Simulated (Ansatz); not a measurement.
Runs of Ansatz 0.2.0 on Sb2Pt (Geversite). Symmetry: Pa-3, No. 205, cubic system. The conventional cell has a = 6.442 Å, b = 6.442 Å, c = 6.442 Å, α = 90.00°, β = 90.00°, γ = 90.00°. Pt (site symmetry -3) has 6 Sb at 2.67 Å as nearest neighbours. Around Sb (site symmetry 3) lie 3 Pt at 2.67 Å and 1 Sb at 2.78 Å. 

```tsv
task	level	cell	cutoff (eV)	gap on the mesh (eV)	pressure (GPa)	relaxed volume (Å³/atom)	largest force (eV/Å)
relaxation of cell and atoms	PBE	relaxed	420	none	0.0	23.49	-
single point	PBE	as given	420	none	(a)	-	(b)
relaxation of cell and atoms	r2SCAN	relaxed	500	none	0.0	22.96	0.01
relaxation of cell and atoms	LDA	relaxed	420	none	0.0	22.10	-
relaxation of cell and atoms	PBEsol	relaxed	420	none	0.0	22.53	-
```

Alike in all rows: potentials or basis Ansatz PAW; no spin polarisation; k mesh 4 × 4 × 4; smearing fermi-dirac 0.05 eV.

Task: Fill in the values left out.

Result: (a) 6.3; (b) 0.12.

Caveats: the plane-wave basis is chosen anew once the cell has moved, so the energies of steps on either side of that aren't comparable (some runs); the PAW data sets come from PBE, with cores solved anew for the run's functional, which leaves a small shift of forces and pressure (some runs).

A k mesh can miss the band edges, and the runs leave out spin-orbit coupling on Pt, Sb.

A gap of «none» marks a metal or a gap under the smearing width.

Not every run made on this cell is shown here.
